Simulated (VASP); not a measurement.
# C (C2/m) in VASP: a series of runs, part 2 of 9

VASP 6.6.1.

### Step 4. Band structure, PBE0

Contents of POSCAR:

```
C
1.0
    2.1273203072     -1.2282824400      0.0000000000
    2.1273203072      1.2282824400      0.0000000000
   -1.3790696309      0.0000000000      3.5028300786
C
2
Direct
    0.1666444700      0.1666444700      0.9999069600
    0.8333555300      0.8333555300      0.0000930400
```

Contents of INCAR.step1:

```
SYSTEM = C
PREC     = Accurate       ! precision mode
ENCUT    = 520            ! plane-wave cutoff, eV
EDIFF    = 1E-5           ! SCF threshold, eV
ISMEAR   = 0              ! smearing method
SIGMA    = 0.02           ! smearing width, eV
LREAL    = .FALSE.        ! projectors in reciprocal space
LASPH    = .TRUE.         ! aspherical terms in the spheres
NELM     = 100            ! most SCF steps
ALGO     = Normal         ! electronic algorithm
ISIF     = 2              ! what is computed and relaxed
LWAVE    = .TRUE.         ! write WAVECAR
LCHARG   = .FALSE.        ! write CHGCAR
GGA      = PE             ! functional
KPAR     = 4
```

Contents of INCAR.step2:

```
SYSTEM = C
PREC     = Accurate       ! precision mode
ENCUT    = 520            ! plane-wave cutoff, eV
EDIFF    = 1E-6           ! SCF threshold, eV
ISMEAR   = 0              ! smearing method
SIGMA    = 0.02           ! smearing width, eV
LREAL    = .FALSE.        ! projectors in reciprocal space
LASPH    = .TRUE.         ! aspherical terms in the spheres
NELM     = 100            ! most SCF steps
ALGO     = Normal         ! electronic algorithm
ISIF     = 2              ! what is computed and relaxed
LWAVE    = .FALSE.        ! write WAVECAR
LCHARG   = .FALSE.        ! write CHGCAR
GGA      = PE             ! functional
LHFCALC  = .TRUE.         ! exact exchange
AEXX     = 0.25           ! exact-exchange fraction
PRECFOCK = Fast         
HFRCUT   = -1           
ISTART   = 1            
KPAR     = 4
```

Contents of KPOINTS:

```
regular mesh
0
G
  8 8 6
  0 0 0
```

Contents of KPOINTS_OPT:

```
path GYFLI,I1ZF1,YX1,XGN,MG
10
line-mode
reciprocal
 0.0000000000  0.0000000000  0.0000000000  G
 0.5000000000  0.5000000000 -1.0000000000  Y

 0.5000000000  0.5000000000 -1.0000000000  Y
 0.4123194886  0.4123194886 -1.1190266490  F

 0.4123194886  0.4123194886 -1.1190266490  F
 0.5000000000  0.5000000000 -0.5000000000  L

 0.5000000000  0.5000000000 -0.5000000000  L
 0.6935932999  0.3064067001 -0.5000000000  I

 0.3064067001 -0.3064067001  0.5000000000  I1
 0.0000000000  0.0000000000  0.5000000000  Z

 0.0000000000  0.0000000000  0.5000000000  Z
 0.5876805114  0.5876805114  0.1190266490  F1

 0.5000000000  0.5000000000 -1.0000000000  Y
 0.6104897536  0.3895102464 -1.0000000000  X1

 0.3895102464 -0.3895102464  0.0000000000  X
 0.0000000000  0.0000000000  0.0000000000  G

 0.0000000000  0.0000000000  0.0000000000  G
 0.5000000000  0.0000000000 -0.5000000000  N

 0.5000000000  0.0000000000  0.0000000000  M
 0.0000000000  0.0000000000  0.0000000000  G
```

Run with:

```bash
$ cat potpaw_PBE.64/C/POTCAR > POTCAR
$ cp INCAR.step1 INCAR
$ mpirun -np 4 vasp_std > vasp.out
$ cp INCAR.step2 INCAR
$ mpirun -np 4 vasp_std > vasp.out
```

Wall time 3.9 min (4 MPI ranks of Intel Xeon 6975P-C (Granite Rapids), shared host); peak memory 0.18 GiB.

It converged, with:

| Item | Value |
| --- | --- |
| Free energy | -22.2267 eV |
| Pressure | -1.5 GPa |
| Largest force | 0.009 eV/Å |
| Band gap along the path | 0.76 eV, direct |

Forces in eV/Å, atoms in the order of the input:
```
C   -0.006  0.000  0.008
C    0.006  0.000 -0.008
```

Stress tensor (GPa, compression positive):
```
-2.95  0.00 -0.04
 0.00 -2.98  0.00
-0.04  0.00  1.45
```

Levels at the corners of the path, in eV from the valence-band top:
```tsv
point	band 1	band 2	band 3	band 4	band 5	band 6	band 7	band 8
Γ	-22.32	-8.09	-4.02	-4.01	4.95	10.09	10.10	13.93
Y	-16.43	-15.20	-7.75	-3.21	2.50	8.88	14.52	15.87
Y	-16.43	-15.20	-7.75	-3.21	2.50	8.88	14.52	15.87
F	-17.96	-13.43	-7.54	-3.66	3.76	9.05	10.97	17.48
F	-17.96	-13.43	-7.54	-3.66	3.76	9.05	10.97	17.48
L	-16.50	-15.26	-7.71	-2.66	3.10	9.19	13.14	13.66
L	-16.50	-15.26	-7.71	-2.66	3.10	9.19	13.14	13.66
I	-15.35	-13.97	-11.96	-1.35	1.88	11.87	14.94	15.32
I1	-15.35	-13.97	-11.96	-1.35	1.88	11.87	14.94	15.32
Z	-22.09	-9.80	-4.03	-4.03	10.05	10.06	10.96	14.12
Z	-22.09	-9.80	-4.03	-4.03	10.05	10.06	10.96	14.08
F1	-17.96	-13.43	-7.54	-3.66	3.76	9.05	10.97	17.48
Y	-16.43	-15.20	-7.75	-3.21	2.50	8.88	14.52	15.87
X1	-15.61	-14.51	-10.84	-1.90	2.13	12.58	12.95	16.57
X	-15.61	-14.51	-10.84	-1.90	2.13	12.58	12.95	16.57
Γ	-22.32	-8.09	-4.02	-4.01	4.95	10.09	10.10	13.93
Γ	-22.32	-8.09	-4.02	-4.01	4.95	10.09	10.10	13.95
N	-16.42	-15.20	-7.75	-3.26	2.44	8.88	14.62	16.10
M	-16.51	-15.27	-7.71	-2.61	3.16	9.20	13.04	13.50
Γ	-22.32	-8.09	-4.02	-4.01	4.95	10.09	10.10	13.92
```

Caveat: the PAW data sets were made with another functional, which shifts forces and pressure a little; this functional lacks dispersion, which binds the layers, so the pressure and a relaxed spacing across them are unreliable.

### Step 5. Equation of state, PBEsol, 8.88 Å³/atom

Contents of INCAR:

```
PREC = Accurate
ENCUT = 900
EDIFF = 1E-8
ISMEAR = 0
SIGMA = 0.05
LREAL = F
LASPH = T
NELM = 100
ALGO = Normal
ISIF = 2
LWAVE = F
LCHARG = F
GGA = PS
ADDGRID = F
```

Contents of KPOINTS:

```
regular mesh
0
Gamma
  13 13 8
```

Contents of POSCAR:

```
C
1.0
    2.1058307541     -1.2158746984      0.0000000000
    2.1058307541      1.2158746984      0.0000000000
   -1.3651386822      0.0000000000      3.4674455374
C
2
Direct
    0.1666444700      0.1666444700      0.9999069600
    0.8333555300      0.8333555300      0.0000930400
```

Potentials or basis: VASP PAW PBE potentials, release 64 (C).

Run with:

```bash
$ cat potpaw_PBE.64/C/POTCAR > POTCAR
$ mpirun -np 1 vasp_std > vasp.out
```

OUTCAR:

```text
PREC = Accurate
   ENCUT = 900
   EDIFF = 1E-8
   ISMEAR = 0
   LREAL = F
   LASPH = T
   NELM = 100
   ISIF = 2
   GGA = PS

 ion  position               nearest neighbor table
   1  0.167  0.167  1.000-   2 1.40   2 1.40   2 1.40
   2  0.833  0.833  0.000-   1 1.40   1 1.40   1 1.40

  LATTYP: Found a base centered monoclinic cell.
 ALAT       =     4.2116615082
 B/A-ratio  =     0.5773848141
 C/A-ratio  =     0.8848045598
 COS(beta)  =    -0.3663329314

  Lattice vectors:

 A1 = (   2.1058307541,  -1.2158746984,   0.0000000000)
 A2 = (   2.1058307541,   1.2158746984,   0.0000000000)
 A3 = (  -1.3651386822,   0.0000000000,   3.4674455374)

Analysis of symmetry for initial positions (statically):
=====================================================================
 Subroutine PRICEL returns:
 Original cell was already a primitive cell.

 Routine SETGRP: Setting up the symmetry group for a
 base centered monoclinic supercell.

 Subroutine GETGRP returns: Found  4 space group operations
 (whereof  4 operations were pure point group operations)
 out of a pool of  4 trial point group operations.

The static configuration has the point symmetry C_2h.

Analysis of symmetry for dynamics (positions and initial velocities):
=====================================================================
 Subroutine PRICEL returns:
 Original cell was already a primitive cell.

 Routine SETGRP: Setting up the symmetry group for a
 base centered monoclinic supercell.

 Subroutine GETGRP returns: Found  4 space group operations
 (whereof  4 operations were pure point group operations)
 out of a pool of  4 trial point group operations.

The dynamic configuration has the point symmetry C_2h.

 Subroutine INISYM returns: Found  4 space group operations
 (whereof  4 operations are pure point group operations),
 and found     1 'primitive' translations

[... 115 lines left out ...]
  volume/ion in A,a.u.               =       8.88        59.91
  Fermi-wavevector in a.u.,A,eV,Ry     =   1.255030  2.371663 21.430548  1.575101
  Thomas-Fermi vector in A             =   2.388807
   LORBIT       =      0    0 simple, 1 ext, 2 COOP (PROOUT), +10 PAW based schemes
   GGA     = PS    functional components
   LHFCALC =     F    Hartree Fock is set to
   AEXX    =    0.0000 exact exchange contribution
   IVDW    =     0    specifies the selected vdW correction
   LEPSILON=     F    determine dielectric tensor
   LRPA    =     F    only Hartree local field effects (RPA)
 non-spin polarized calculation
 Gauss-broadening in eV      SIGMA  =   0.05
  energy-cutoff  :      900.00
  volume of cell :       17.76
 maximum number of plane-waves:      1110
   NGX = 11   NGY = 11   NGZ = 19

 number of electron       8.0000000 magnetization

 Free energy of the ion-electron system (eV)
  ---------------------------------------------------
  ext. energy  EPLUGINS =         0.00000000
  ---------------------------------------------------
  free energy    TOTEN  =       -19.28929663 eV

  energy without entropy =      -19.28929663  energy(sigma->0) =      -19.28929663

 E-fermi :   4.4204     XC(G=0): -10.3938

 val. band max:        4.1733492831   @ k =  -0.3077   0.3077   0.0000
 cond. band min:       5.0999225611   @ k =  -0.3077   0.3846   0.3750
 fundamental gap:      0.9265732780
 Fermi energy:         4.4203647266

 k-point     1 :       0.0000    0.0000    0.0000
  band No.  band energies     occupation
      1     -15.3572      2.00000
      2      -2.4809      2.00000
      3       1.5971      2.00000
      4       1.6007      2.00000
      5       8.2056      0.00000
      6      13.1612      0.00000
      7      13.1636      0.00000
      8      16.4614      0.00000
[... 243 lines left out ...]
 k-point    24 :       0.4615    0.1538    0.0000
  band No.  band energies     occupation
      1     -11.3586      2.00000
      2      -6.2666      2.00000
      3      -3.1902      2.00000
      4       1.3446      2.00000
      5       8.1253      0.00000
      6      14.2302      0.00000
      7      15.0150      0.00000
      8      18.2781      0.00000

 [... further k-points ...]

------------------------ aborting loop because EDIFF is reached ----------------------------------------

  FORCE on cell =-STRESS in cart. coord.  units (eV):
  Direction    XX          YY          ZZ          XY          YZ          ZX
  --------------------------------------------------------------------------------------
  -------------------------------------------------------------------------------------
  Total        1.6385069      1.6303020      0.0734340      0.0000000      0.0000000     -0.0037860
  in kB      147.8450975    147.1047542      6.6260704      0.0000000      0.0000000     -0.3416138
  external PRESSURE =     100.5253073 kB  Pullay stress =       0.0000000 kB

 VOLUME and BASIS-vectors are now :
 -----------------------------------------------------------------------------
  energy-cutoff  :      900.00
  volume of cell :       17.76
      direct lattice vectors                 reciprocal lattice vectors
     2.105830754 -1.215874698  0.000000000     0.237435985 -0.411226585  0.093478915
     2.105830754  1.215874698  0.000000000     0.237435985  0.411226585  0.093478915
    -1.365138682  0.000000000  3.467445537     0.000000000  0.000000000  0.288396743

 POSITION                                       TOTAL-FORCE (eV/Angst)
 -----------------------------------------------------------------------------------
     -0.66316      0.00000      3.46712        -0.002352      0.000000      0.003804
      3.50968      0.00000      0.00032         0.002352      0.000000     -0.003804
 -----------------------------------------------------------------------------------
    total drift:                               -0.000000     -0.000000      0.000000

  FREE ENERGIE OF THE ION-ELECTRON SYSTEM (eV)
  ---------------------------------------------------
  free  energy   TOTEN  =       -19.2892966283 eV

  energy  without entropy=      -19.2892966283  energy(sigma->0) =      -19.28929663
```

Wall time 69 s (1 thread of Intel Xeon Platinum 8488C (Sapphire Rapids), shared host); peak memory 0.22 GiB.

Results:

```
Free energy            : -19.2893 eV
Pressure               : 10.1 GPa
Largest force          : 0.004 eV/Å
Band gap on the k mesh : 0.93 eV, indirect (least direct gap 0.94 eV)
```

Caveat: the PAW data sets were made with another functional, which shifts forces and pressure a little; an odd mesh through Γ misses points on the zone boundary, where band edges often lie; this functional lacks dispersion, which binds the layers, so the pressure and a relaxed spacing across them are unreliable.

### Step 6. Equation of state, PBEsol, 9.43 Å³/atom

INCAR is that of step 5.

KPOINTS is that of step 5.

Contents of POSCAR:

```
C
1.0
    2.1483842544     -1.2404444432      0.0000000000
    2.1483842544      1.2404444432      0.0000000000
   -1.3927246737      0.0000000000      3.5375138202
C
2
Direct
    0.1666444700      0.1666444700      0.9999069600
    0.8333555300      0.8333555300      0.0000930400
```

Potentials or basis: VASP PAW PBE potentials, release 64 (C).

Run with:

```bash
$ cat potpaw_PBE.64/C/POTCAR > POTCAR
$ mpirun -np 1 vasp_std > vasp.out
```

Run time: 58 s. Hardware: 1 thread of Intel Xeon Platinum 8488C (Sapphire Rapids), shared host; peak memory 0.22 GiB.

The run converged. Its results:

| Property | Result |
| --- | --- |
| Free energy | -19.2996 eV |
| Pressure | -6.4 GPa |
| Largest force | 0.005 eV/Å |
| Band gap on the k mesh | 0.91 eV, indirect (least direct gap 0.92 eV) |

Caveat: the PAW data sets were made with another functional, which shifts forces and pressure a little; an odd mesh through Γ misses points on the zone boundary, where band edges often lie; this functional lacks dispersion, which binds the layers, so the pressure and a relaxed spacing across them are unreliable.

### Step 7. Equation of state, PBEsol, 8.88 Å³/atom

INCAR, as its differences from that of step 6:

```diff
@@ -1,4 +1,4 @@
 PREC = Accurate
-ENCUT = 900
-EDIFF = 1E-8
+ENCUT = 280
+EDIFF = 1E-6
 ISMEAR = 0
```

Contents of KPOINTS:

```
regular mesh
0
Gamma
  3 3 2
```

Contents of POSCAR:

```
C
1.0
    2.1058307541     -1.2158746984      0.0000000000
    2.1058307541      1.2158746984      0.0000000000
   -1.3651386822      0.0000000000      3.4674455374
C
2
Direct
    0.1666444700      0.1666444700      0.9999069600
    0.8333555300      0.8333555300      0.0000930400
```

Run with:

```bash
$ cat potpaw_PBE.64/C/POTCAR > POTCAR
$ mpirun -np 1 vasp_std > vasp.out
```

Wall time 6.6 s (1 thread of Intel Xeon Platinum 8488C (Sapphire Rapids), shared host); peak memory 0.1 GiB.

The run converged, but a check on its numbers failed (symmetry, net force, bounds or a known fault of this set-up), so they aren't taken as properties of the crystal.

Caveat: the k mesh is coarse (spacing up to 1.01 Å⁻¹), so the values aren't converged; the cutoff lies under the usual one of these potentials, so the numbers hold a large basis-set error; the PAW data sets were made with another functional, which shifts forces and pressure a little; an odd mesh through Γ misses points on the zone boundary, where band edges often lie; this functional lacks dispersion, which binds the layers, so the pressure and a relaxed spacing across them are unreliable.

### Step 8. Equation of state, PBEsol, 9.43 Å³/atom

INCAR is that of step 7.

KPOINTS is that of step 7.

Contents of POSCAR:

```
C
1.0
    2.1483842544     -1.2404444432      0.0000000000
    2.1483842544      1.2404444432      0.0000000000
   -1.3927246737      0.0000000000      3.5375138202
C
2
Direct
    0.1666444700      0.1666444700      0.9999069600
    0.8333555300      0.8333555300      0.0000930400
```

Run with:

```bash
$ cat potpaw_PBE.64/C/POTCAR > POTCAR
$ mpirun -np 1 vasp_std > vasp.out
```

It took 6.7 s on 1 thread of Intel Xeon Platinum 8488C (Sapphire Rapids), shared host; peak memory 0.11 GiB.

The run converged, but a check on its numbers failed (symmetry, net force, bounds or a known fault of this set-up), so they aren't taken as properties of the crystal.

Caveat: the k mesh is coarse (spacing up to 0.99 Å⁻¹), so the values aren't converged; the cutoff lies under the usual one of these potentials, so the numbers hold a large basis-set error; the PAW data sets were made with another functional, which shifts forces and pressure a little; an odd mesh through Γ misses points on the zone boundary, where band edges often lie; this functional lacks dispersion, which binds the layers, so the pressure and a relaxed spacing across them are unreliable.

### Step 9. Equation of state, PBEsol, 8.88 Å³/atom

INCAR, as its differences from that of step 8:

```diff
@@ -1,3 +1,3 @@
 PREC = Accurate
-ENCUT = 280
+ENCUT = 340
 EDIFF = 1E-6
```

KPOINTS is that of step 8.

Contents of POSCAR:

```
C
1.0
    2.1058307541     -1.2158746984      0.0000000000
    2.1058307541      1.2158746984      0.0000000000
   -1.3651386822      0.0000000000      3.4674455374
C
2
Direct
    0.1666444700      0.1666444700      0.9999069600
    0.8333555300      0.8333555300      0.0000930400
```

Potentials or basis: VASP PAW PBE potentials, release 64 (C).

Run with:

```bash
$ cat potpaw_PBE.64/C/POTCAR > POTCAR
$ mpirun -np 1 vasp_std > vasp.out
```

Run time: 6.3 s. Hardware: 1 thread of Intel Xeon Platinum 8488C (Sapphire Rapids), shared host; peak memory 0.1 GiB.

The run converged, but a check on its numbers failed (symmetry, net force, bounds or a known fault of this set-up), so they aren't taken as properties of the crystal.

Caveat: the k mesh is coarse (spacing up to 1.01 Å⁻¹), so the values aren't converged; the cutoff lies under the usual one of these potentials, so the numbers hold a large basis-set error; the PAW data sets were made with another functional, which shifts forces and pressure a little; an odd mesh through Γ misses points on the zone boundary, where band edges often lie; this functional lacks dispersion, which binds the layers, so the pressure and a relaxed spacing across them are unreliable.

### Step 10. Equation of state, PBEsol, 9.43 Å³/atom

INCAR is that of step 9.

KPOINTS is that of step 9.

Contents of POSCAR:

```
C
1.0
    2.1483842544     -1.2404444432      0.0000000000
    2.1483842544      1.2404444432      0.0000000000
   -1.3927246737      0.0000000000      3.5375138202
C
2
Direct
    0.1666444700      0.1666444700      0.9999069600
    0.8333555300      0.8333555300      0.0000930400
```

Run with:

```bash
$ cat potpaw_PBE.64/C/POTCAR > POTCAR
$ mpirun -np 1 vasp_std > vasp.out
```

Wall time 6.4 s (1 thread of Intel Xeon Platinum 8488C (Sapphire Rapids), shared host); peak memory 0.11 GiB.

The run converged, but a check on its numbers failed (symmetry, net force, bounds or a known fault of this set-up), so they aren't taken as properties of the crystal.

Caveat: the k mesh is coarse (spacing up to 0.99 Å⁻¹), so the values aren't converged; the cutoff lies under the usual one of these potentials, so the numbers hold a large basis-set error; the PAW data sets were made with another functional, which shifts forces and pressure a little; an odd mesh through Γ misses points on the zone boundary, where band edges often lie; this functional lacks dispersion, which binds the layers, so the pressure and a relaxed spacing across them are unreliable.

### Step 11. Equation of state, PBEsol, 8.88 Å³/atom

INCAR, as its differences from that of step 10:

```diff
@@ -1,3 +1,3 @@
 PREC = Accurate
-ENCUT = 340
+ENCUT = 400
 EDIFF = 1E-6
```

KPOINTS is that of step 10.

Contents of POSCAR:

```
C
1.0
    2.1058307541     -1.2158746984      0.0000000000
    2.1058307541      1.2158746984      0.0000000000
   -1.3651386822      0.0000000000      3.4674455374
C
2
Direct
    0.1666444700      0.1666444700      0.9999069600
    0.8333555300      0.8333555300      0.0000930400
```

Run with:

```bash
$ cat potpaw_PBE.64/C/POTCAR > POTCAR
$ mpirun -np 1 vasp_std > vasp.out
```

Wall time 6.2 s (1 thread of Intel Xeon Platinum 8488C (Sapphire Rapids), shared host); peak memory 0.1 GiB.

The run converged, but some of its settings lie outside the range that counts as converged, so its numbers aren't taken as properties of the crystal.

What came out:

* Free energy: -18.8005 eV
* Largest force: 0.272 eV/Å
* Band gap on the k mesh: 0.51 eV, indirect (least direct gap 0.53 eV)

Caveat: the k mesh is coarse (spacing up to 1.01 Å⁻¹), so the values aren't converged; the cutoff is under 1.25 times the usual one of these potentials, so pressure, stress and relaxed cells hold a basis-set (Pulay) error; the PAW data sets were made with another functional, which shifts forces and pressure a little; an odd mesh through Γ misses points on the zone boundary, where band edges often lie; this functional lacks dispersion, which binds the layers, so the pressure and a relaxed spacing across them are unreliable.

(Part 2 of 9 ends here.)
